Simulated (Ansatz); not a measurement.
Take a crystal in which Mg has been replaced by Ca on all its sites, with the cell rescaled by a rough guess (in some cases also distorted within its space group) and nothing relaxed:

```
Ca O
1.0
     3.65462    0.00000    0.00000
    -1.82731    3.16499    0.00000
     0.00000    0.00000    5.50535
Ca O
2 2
Direct
  0.33333 0.66667 0.00216
  0.66667 0.33333 0.50216
  0.33333 0.66667 0.40244
  0.66667 0.33333 0.90244
```

Level of theory: DFT PBEsol, scalar-relativistic, plane waves, PAW (Ansatz 0.2.0).

Cutoff 420 eV; k points 9×9×4 on the computed 4-atom cell (Γ-centred); Gaussian smearing, width 0.02 eV; no spin polarisation.

Question: What pressure does the cell carry?

Answer: The pressure is 7.3 GPa (positive in compression), so the cell would expand.

Question: Is it a metal on this mesh?

Answer: No: the gap is 3.73 eV, the least direct gap 4.12 eV.

Question: What is its energy against the elements in their standard states?

Answer: -2.847 eV/atom at this unrelaxed geometry, with the elements in the same functional.

An odd mesh misses points on the zone edge, so a gap read on it can be too wide.

This wurtzite form isn't the usual stable structure of the compound.